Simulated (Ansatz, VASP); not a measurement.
## Au: VASP beside Ansatz

```
Au
1.0
     2.14498    0.00000    0.00000
     0.00000    2.14498    0.00000
     0.00000    0.00000    2.14498
Au
1
Cartesian
  0.0000 0.0000 0.0000
```

Change from the starting cell: volume scaled by 0.52, PAW files.

Alike in both runs: task single point; functional LDA; k mesh 14 × 14 × 14; occupations fermi-dirac, width 0.05 eV; no spin polarisation.

|  | VASP | Ansatz |
| --- | --- | --- |
| version | VASP 6.6.1 | Ansatz 0.2.0 |
| potentials or method | VASP PAW LDA potentials, release 64 (Au) | PAW with Ansatz's default frozen-core files, scalar-relativistic |
| plane-wave cutoff (eV) | 520 | 420 |
| valence electrons in the cell | 11 | 19 |

|  | VASP | Ansatz | Ansatz less VASP |
| --- | --- | --- | --- |
| pressure (GPa) | 561.1 | 560.2 | -0.90 |

The two sets of potentials don't hold the same shells in valence.

Caveats: the cell as given lies far from equilibrium; so large a pressure means that the cell lies far from this level's equilibrium, or that cutoff or potentials fall short (VASP). The runs have no spin-orbit coupling, so splittings on Au are missing.
